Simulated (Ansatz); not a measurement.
A surface is cut from this relaxed crystal of BiTe:

```yaml
crystal:
  lattice:
    - [0.00000, 3.25119, 3.25119]
    - [3.25119, 0.00000, 3.25119]
    - [3.25119, 3.25119, 0.00000]
  atoms:
    - { symbol: Bi, position: [0.00000, 0.00000, 0.00000] }
    - { symbol: Te, position: [0.50000, 0.50000, 0.50000] }
```

Miller indices refer to the conventional cell of Fm-3m (No. 225), a = 6.502 Å, b = 6.502 Å, c = 6.502 Å, α = 90.00°, β = 90.00°, γ = 90.00°.

Consider the (111) slab of 6 planes, 9.4 Å thick with 15 Å of vacuum as cut; outer planes Bi (top) and Te (bottom), all atoms relaxed.

Level of theory: Ansatz, DFT PBE, scalar-relativistic, plane waves, PAW. Plane waves to 420 eV, a k mesh through Γ of 9×9×1 on the computed 6-atom cell and Gaussian smearing (0.10 eV); no spin polarisation. A dipole correction removes the field between periodic images along c.

The work function read from the bulk's Fermi level differs by 0.27 eV, so the slab's middle doesn't match the bulk reference (too thin, or relaxed to another structure or magnetic state). The slab's middle planes relax by over 3 % too, so it holds no bulk-like region.

**Question.** Predict the surface energy (mean of both faces).

**Answer.** 0.40 J/m².

**Question.** Predict the work function.

**Answer.** 4.03 eV (top), 4.38 eV (bottom).

**Question.** Give the dipole of the slab along +c, per cell.

**Answer.** 0.04 e·Å.

**Question.** The top two planes lie 1.877 Å apart in the bulk. How does relaxation change this?

**Answer.** The spacing becomes 1.621 Å (-13.7 %).

Spin-orbit coupling is left out, which matters for the bands of heavy elements.